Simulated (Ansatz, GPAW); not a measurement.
## One calculation of FeO, 3 ways

```
CELL_PARAMETERS angstrom
0.00000 2.15540 2.15540
2.15540 0.00000 2.15540
2.15540 2.15540 0.00000
ATOMIC_POSITIONS crystal
Fe 0.00000 0.00000 0.00000
O 0.50000 0.50000 0.50000
```

Alike in all runs: task single point; functional PBE; k mesh 11 × 11 × 11; occupations gaussian, width 0.017 eV; collinear spin, ferromagnetic start; no spin-orbit coupling. The measured crystal is an antiferromagnetic insulator; the state found here is the runs' own. Pressure is positive in compression and, in plane waves, holds the error of the finite cutoff, which Ansatz's Pulay term estimates and takes out.

```tsv
program and potentials	plane-wave cutoff (eV)	notes	pressure (GPa)	net moment per atom (μB)
Ansatz, Ansatz PAW	420	11 valence electrons an atom on average; Pulay term of +0.65 GPa included	-0.27	2.00
Ansatz, all-electron LAPW, scalar-relativistic	-	-	?	?
GPAW, GPAW PAW data sets (gpaw-data 1.2.1)	800	7 valence electrons an atom on average	0.76	2.00
```

Q: Estimate from the other rows what the run with Ansatz, all-electron LAPW, scalar-relativistic gave.

A: Pressure -0.36 GPa; net moment per atom 2.00 μB. The other rows, which needn't bracket it: pressure -0.27 to 0.76; net moment per atom 2.00.
